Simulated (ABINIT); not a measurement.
BP:

```
P B
1.0
     0.00000    2.26900    2.26900
     2.26900    0.00000    2.26900
     2.26900    2.26900    0.00000
P B
1 1
Cartesian
  3.4035 3.4035 3.4035
  0.0000 0.0000 0.0000
```

Program: ABINIT 10.8.3 (patched build). Alike in all runs: no spin polarisation; cell as given; smearing fermi-dirac 0.05 eV. Hardware: 1 thread of Arm Neoverse V2 (shared host).

Q: Order these runs on this cell by their wall time, lowest first.
A. task band structure; level LDA-VWN; potentials or basis JTH PAW LDA v2.0; k mesh 10 × 10 × 10; cutoff (eV) 544; fine-grid cutoff 1088.46 eV
B. task single point; level LDA; potentials or basis JTH PAW LDA v2.0; k mesh 8 × 8 × 8; cutoff (eV) 544; fine-grid cutoff 1088.46 eV
C. task band structure; level revPBE; potentials or basis PseudoDojo NC SR PBE v0.4.1 standard; k mesh 10 × 10 × 10; cutoff (eV) 1034

A: B (4.5 s), A (15 s), C (59 s).

Runs at the PBE level aren't shown here.
